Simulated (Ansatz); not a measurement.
## Ag under changes of volume

One of the cells (17.048 Å³/atom); the others are scaled copies at fixed shape and fractional positions:

```
Ag
1.0
     0.00000    2.04275    2.04275
     2.04275    0.00000    2.04275
     2.04275    2.04275    0.00000
Ag
1
Direct
  0.00000 0.00000 0.00000
```

* Program: Ansatz 0.2.0
* Functional: m-r2SCAN
* Potentials or basis: Ansatz PAW
* Cutoff: 500 eV (not typed: the program's choice for these potentials)
* k mesh: 11 × 11 × 11
* Occupations: fermi-dirac, width 0.05 eV
* Spin: no spin polarisation

```tsv
volume (Å³/atom)	energy over the lowest point (meV/atom)	pressure (GPa)
16.025	?	?
16.366	15.08	6.2
16.707	4.97	3.5
17.048	0.20	1.2
17.389	0.00	-0.8
17.730	3.73	-2.6
18.071	10.90	-4.1
```

Problem. What does the run at 16.025 Å³/atom give?

Solution. Energy over the lowest point 31.34 meV/atom; pressure 9.3 GPa.

Worked out: A Birch-Murnaghan fit of order 3 (a polynomial in V^(-2/3)) to the other rows has its minimum at 17.23 Å³/atom with B0 = V·E''(V) = 100 GPa and B' = 6.5. It gives 31.31 meV/atom at 16.025 Å³/atom, against the run's 31.34, and -dE/dV = 9.2 GPa, against 9.3.

Energies are extrapolated to zero smearing.

Caveats: the PAW data sets come from PBE, with cores solved anew for the run's functional, which leaves a small shift of forces and pressure.
